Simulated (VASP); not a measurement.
Input of a VASP 6.6.1 run:

The input INCAR:

```
  ALGO = Normal
  EDIFF = 1E-6
  EDIFFG = -0.01
  ENCUT = 600
  GGA = PE
  IBRION = 2
  ISIF = 3
  ISMEAR = 0
  KPAR = 2
  LASPH = T
  LATTICE_CONSTRAINTS = .TRUE. .TRUE. .FALSE.
  LCHARG = F
  LREAL = F
  LWAVE = F
  NELM = 80
  NSW = 90
  PREC = Accurate
  SIGMA = 0.03
```

File KPOINTS:

```
k-points
0
Gamma
  12 12 1
```

Contents of POSCAR:

```
TiSe2
1.0
    3.5360000000      0.0000000000      0.0000000000
   -1.7680000000      3.0622658300      0.0000000000
    0.0000000000      0.0000000000     27.0684416000
Se Ti
4 2
Direct
    0.6666666700      0.3333333300      0.3324905100
    0.3333333300      0.6666666700      0.4457013700
    0.6666666700      0.3333333300      0.5542986300
    0.3333333300      0.6666666700      0.6675094900
    0.0000000000      0.0000000000      0.3890959400
    0.0000000000      0.0000000000      0.6109040600
```

Potentials or basis: VASP PAW PBE potentials, release 64 (Se, Ti_sv).

The run is started by

```console
$ cat potpaw_PBE.64/Se/POTCAR potpaw_PBE.64/Ti_sv/POTCAR > POTCAR
$ mpirun -np 2 vasp_std > vasp.out
```

(1) What does it give for the space group after relaxing (to 0.05 Å)?

(2) Estimate the relaxed volume.

(3) Estimate the band gap on the k mesh.

(4) Predict the relaxed cell.

Results:

(1) P-3m1 (No. 164).

(2) 49.17 Å³/atom.

(3) none (metal or under the smearing width).

(4) a = 3.548 Å, b = 3.548 Å, c = 27.068 Å, α = 90.00°, β = 90.00°, γ = 120.00°.

Caveat: without dispersion, layers of such crystals drift apart on relaxing, which shifts levels and gaps; volumes and pressures include the vacuum.
